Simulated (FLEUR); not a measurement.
SnSe2:

```xyz
3
Lattice="3.8110 0.0000 0.0000 -1.9055 3.3004 0.0000 0.0000 0.0000 6.1360" Properties=species:S:1:pos:R:3 pbc="T T T"
Sn    0.0000    0.0000    0.0000
Se    1.9055    1.1001    4.6081
Se    0.0000    2.2003    1.5279
```

Program: FLEUR MaX-R8.1 (patched build s14). Alike in all runs: potentials or basis all-electron, FLAPW; no spin polarisation; cell as given; smearing fermi-dirac 0.05 eV.

Task: Order these runs on this cell by their band gap on the k mesh, lowest first.
A. level PBE; k mesh 3 × 3 × 2; gmax 13.3 1/bohr; lmax Sn 10, Se 9; max iterations 60; density convergence 1e-05 me/bohr^3; kmax 4.3 1/bohr; mesh quality coarse
B. level PBE; k mesh 8 × 8 × 5; gmax 25 1/bohr; lmax Sn 12, Se 11; max iterations 60; density convergence 1e-05 me/bohr^3; inpgen profile precise; kmax 5 1/bohr; mesh quality not flagged
C. level HSE06; k mesh 3 × 3 × 2; gmax 13.3 1/bohr; lmax Sn 10, Se 9; max iterations 30; density convergence 0.0001 me/bohr^3; kmax 4.3 1/bohr; mesh quality coarse
D. level PBE0; k mesh 3 × 3 × 2; gmax 13.3 1/bohr; lmax Sn 10, Se 9; max iterations 30; density convergence 0.0001 me/bohr^3; kmax 4.3 1/bohr; mesh quality coarse
E. level LDA exchange alone (X-alpha); k mesh 8 × 8 × 5; gmax 11.8 1/bohr; lmax Sn 10, Se 9; max iterations 60; density convergence 1e-05 me/bohr^3; kmax 3.8 1/bohr; mesh quality not flagged

Result: E (0.63 eV), B (0.81 eV), A (1.09 eV), C (1.95 eV), D (2.70 eV).

Caveats: some runs use coarse meshes; spin-orbit coupling is left out, which moves the levels of the heavy elements; an odd mesh through Γ misses points on the zone boundary, where band edges often lie (some runs); core states are solved in the semilocal potential (some runs).

A k mesh can miss the band edges, odd and even meshes differently.
